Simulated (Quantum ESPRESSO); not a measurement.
A run of Quantum ESPRESSO 7.5:

File pw.in:

```
&CONTROL
  calculation = 'scf'
  prefix = 'pwscf'
  outdir = './tmp'
  pseudo_dir = './pseudo'
  tprnfor = .true.
  tstress = .true.
  disk_io = 'low'
/
&SYSTEM
  ibrav = 0
  nat = 2
  ntyp = 2
  ecutwfc = 88
  nbnd = 14
  input_dft = 'r2scan'
  occupations = 'smearing'
  smearing = 'fd'
  degauss = 0.00367493
  nosym = .true.
/
&ELECTRONS
  conv_thr = 1d-08
  electron_maxstep = 120
  mixing_beta = 0.5
/
ATOMIC_SPECIES
Zr    91.2240 Zr_ONCV_PBE-1.2.upf
C     12.0110 C_ONCV_PBE-1.2.upf
CELL_PARAMETERS angstrom
   0.0000000000    2.3650000000    2.3650000000
   2.3650000000    0.0000000000    2.3650000000
   2.3650000000    2.3650000000    0.0000000000
ATOMIC_POSITIONS crystal
Zr     0.5000000000    0.5000000000    0.5000000000
C      0.0000000000    0.0000000000    0.0000000000
K_POINTS automatic
8 8 8 0 0 0
```

File bands.in:

```
&CONTROL
  calculation = 'bands'
  prefix = 'pwscf'
  outdir = './tmp'
  pseudo_dir = './pseudo'
  disk_io = 'low'
  verbosity = 'high'
/
&SYSTEM
  ibrav = 0
  nat = 2
  ntyp = 2
  ecutwfc = 88
  nbnd = 14
  input_dft = 'r2scan'
  occupations = 'smearing'
  smearing = 'fd'
  degauss = 0.00367493
  nosym = .true.
/
&ELECTRONS
  conv_thr = 1d-08
  electron_maxstep = 120
  mixing_beta = 0.5
  diago_full_acc = .true.
  startingwfc = 'random'
/
ATOMIC_SPECIES
Zr    91.2240 Zr_ONCV_PBE-1.2.upf
C     12.0110 C_ONCV_PBE-1.2.upf
CELL_PARAMETERS angstrom
   0.0000000000    2.3650000000    2.3650000000
   2.3650000000    0.0000000000    2.3650000000
   2.3650000000    2.3650000000    0.0000000000
ATOMIC_POSITIONS crystal
Zr     0.5000000000    0.5000000000    0.5000000000
C      0.0000000000    0.0000000000    0.0000000000
K_POINTS crystal
60
 0.0000000000  0.0000000000  0.0000000000 1
 0.0625000000  0.0000000000  0.0625000000 1
 0.1250000000  0.0000000000  0.1250000000 1
 0.1875000000  0.0000000000  0.1875000000 1
 0.2500000000  0.0000000000  0.2500000000 1
 0.3125000000  0.0000000000  0.3125000000 1
 0.3750000000  0.0000000000  0.3750000000 1
 0.4375000000  0.0000000000  0.4375000000 1
 0.5000000000  0.0000000000  0.5000000000 1
 0.5000000000  0.0625000000  0.5625000000 1
 0.5000000000  0.1250000000  0.6250000000 1
 0.5000000000  0.1875000000  0.6875000000 1
 0.5000000000  0.2500000000  0.7500000000 1
 0.4375000000  0.3125000000  0.7500000000 1
 0.3750000000  0.3750000000  0.7500000000 1
 0.3375000000  0.3375000000  0.6750000000 1
 0.3000000000  0.3000000000  0.6000000000 1
 0.2625000000  0.2625000000  0.5250000000 1
 0.2250000000  0.2250000000  0.4500000000 1
 0.1875000000  0.1875000000  0.3750000000 1
 0.1500000000  0.1500000000  0.3000000000 1
 0.1125000000  0.1125000000  0.2250000000 1
 0.0750000000  0.0750000000  0.1500000000 1
 0.0375000000  0.0375000000  0.0750000000 1
 0.0000000000  0.0000000000  0.0000000000 1
 0.0625000000  0.0625000000  0.0625000000 1
 0.1250000000  0.1250000000  0.1250000000 1
 0.1875000000  0.1875000000  0.1875000000 1
 0.2500000000  0.2500000000  0.2500000000 1
 0.3125000000  0.3125000000  0.3125000000 1
 0.3750000000  0.3750000000  0.3750000000 1
 0.4375000000  0.4375000000  0.4375000000 1
 0.5000000000  0.5000000000  0.5000000000 1
 0.5250000000  0.4500000000  0.5250000000 1
 0.5500000000  0.4000000000  0.5500000000 1
 0.5750000000  0.3500000000  0.5750000000 1
 0.6000000000  0.3000000000  0.6000000000 1
 0.6250000000  0.2500000000  0.6250000000 1
 0.5833333333  0.2500000000  0.6666666667 1
 0.5416666667  0.2500000000  0.7083333333 1
 0.5000000000  0.2500000000  0.7500000000 1
 0.5000000000  0.2857142857  0.7142857143 1
 0.5000000000  0.3214285714  0.6785714286 1
 0.5000000000  0.3571428571  0.6428571429 1
 0.5000000000  0.3928571429  0.6071428571 1
 0.5000000000  0.4285714286  0.5714285714 1
 0.5000000000  0.4642857143  0.5357142857 1
 0.5000000000  0.5000000000  0.5000000000 1
 0.4821428571  0.4821428571  0.5357142857 1
 0.4642857143  0.4642857143  0.5714285714 1
 0.4464285714  0.4464285714  0.6071428571 1
 0.4285714286  0.4285714286  0.6428571429 1
 0.4107142857  0.4107142857  0.6785714286 1
 0.3928571429  0.3928571429  0.7142857143 1
 0.3750000000  0.3750000000  0.7500000000 1
 0.6250000000  0.2500000000  0.6250000000 1
 0.5937500000  0.1875000000  0.5937500000 1
 0.5625000000  0.1250000000  0.5625000000 1
 0.5312500000  0.0625000000  0.5312500000 1
 0.5000000000  0.0000000000  0.5000000000 1
```

Potentials or basis: SG15 PBE 1.2.

Command:

```console
$ OMP_NUM_THREADS=1 mpirun -n 4 pw.x -nk 4 -in pw.in > pw.out
$ OMP_NUM_THREADS=1 mpirun -n 4 pw.x -nk 4 -in bands.in > bands.out
```

Hardware: 4 MPI ranks on Arm Neoverse V1 (shared host).

Task: How long does it take, and how much memory?

Result: Run time: 2.6 min on 4 MPI ranks on Arm Neoverse V1, with other jobs on the host, peak memory 0.44 GiB a rank. Counts: scf iterations 10, k pools 4, bands 14, k points 260, g dense 19891.
